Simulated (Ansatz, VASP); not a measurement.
**AlCu: VASP beside Ansatz**

```
Al Cu
1.0
     2.99751    0.00000    0.00000
     0.00000    2.99751    0.00000
     0.00000    0.00000    2.99751
Al Cu
1 1
Cartesian
  0.0000 0.0000 0.0000
  1.4988 1.4988 1.4988
```

The cell comes from a database or a generator and needn't be the stable form of this composition.

Alike in both runs: task relaxation of cell and atoms; functional BLYP; dispersion D3(BJ); k mesh 7 × 7 × 7; no spin polarisation.

|  | VASP | Ansatz |
| --- | --- | --- |
| version | VASP 6.6.1 | Ansatz 0.2.0 |
| potentials or method | VASP PAW PBE potentials, release 64 (Al, Cu) | plane waves, PAW |
| plane-wave cutoff (eV) | 600 | 550 |
| occupations | gaussian, width 0.1 eV | gaussian |
| valence electrons in the cell | 14 | 22 |

|  | VASP | Ansatz | Ansatz less VASP |
| --- | --- | --- | --- |
| relaxed volume (Å³/atom) | 12.50 | 12.46 | -0.042 |
| relaxed cell length with the largest relative difference (Å) | 2.924 | 2.921 | -0.0033 |
| energy change over the relaxation (meV/atom) | -26 | -29 | -3.2 |

The two sets of potentials don't hold the same shells in valence.

Caveats: the PAW data sets were made with another functional, which shifts forces and pressure a little (VASP); pairwise dispersion overbinds metals, which lowers pressure and volume.
